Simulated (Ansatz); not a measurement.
(100) slab cut from the bulk of SiNi2, P6_3/mmc (No. 194); the slab's formula is Si3Ni7:

```xyz
20
Lattice="3.8685 0.0000 0.0000 0.0000 4.9170 0.0000 0.0000 0.0000 25.0506" Properties=species:S:1:pos:R:3 pbc="T T T"
Ni    1.9342    0.0000    7.5000
Ni    1.9342    2.4585    7.5000
Si    0.0000    1.2292    8.6167
Ni    0.0000    3.6877    8.6167
Si    1.9342    3.6877    9.7335
Ni    1.9342    1.2292    9.7335
Ni    0.0000    0.0000   10.8502
Ni    0.0000    2.4585   10.8502
Si    1.9342    1.2292   11.9669
Ni    1.9342    3.6877   11.9669
Si    0.0000    3.6877   13.0836
Ni    0.0000    1.2292   13.0836
Ni    1.9342    0.0000   14.2004
Ni    1.9342    2.4585   14.2004
Si    0.0000    1.2292   15.3171
Ni    0.0000    3.6877   15.3171
Si    1.9342    3.6877   16.4338
Ni    1.9342    1.2292   16.4338
Ni    0.0000    0.0000   17.5506
Ni    0.0000    2.4585   17.5506
```

Level of theory: DFT PBEsol, scalar-relativistic, plane waves, PAW (Ansatz 0.2.0). Plane waves to 420 eV, a k mesh through Γ of 9×7×1 on the computed 20-atom cell and Gaussian smearing (0.10 eV); no spin polarisation. The cell repeats along c with a dipole correction in the vacuum.

Q: What forces act on the atoms?

A:
| atom | Fx (eV/Å) | Fy (eV/Å) | Fz (eV/Å) |
| --- | --- | --- | --- |
| Ni1 | 0.000 | 0.100 | 1.492 |
| Ni2 | 0.000 | -0.100 | 1.492 |
| Si3 | 0.000 | 0.000 | -1.773 |
| Ni4 | 0.000 | 0.000 | -0.800 |
| Si5 | 0.000 | 0.000 | -0.573 |
| Ni6 | 0.000 | 0.000 | 0.140 |
| Ni7 | 0.000 | 0.006 | 0.053 |
| Ni8 | 0.000 | -0.006 | 0.053 |
| Si9 | 0.000 | 0.000 | -0.086 |
| Ni10 | 0.000 | 0.000 | 0.051 |
| Si11 | 0.000 | 0.000 | 0.086 |
| Ni12 | 0.000 | 0.000 | -0.051 |
| Ni13 | 0.000 | -0.006 | -0.053 |
| Ni14 | 0.000 | 0.006 | -0.053 |
| Si15 | 0.000 | 0.000 | 0.573 |
| Ni16 | 0.000 | 0.000 | -0.140 |
| Si17 | 0.000 | 0.000 | 1.773 |
| Ni18 | 0.000 | 0.000 | 0.800 |
| Ni19 | 0.000 | -0.100 | -1.492 |
| Ni20 | 0.000 | 0.100 | -1.492 |

Cost: 1 run of about 4.2 core-minutes, on Intel Xeon Platinum 8488C (Sapphire Rapids) (shared hosts).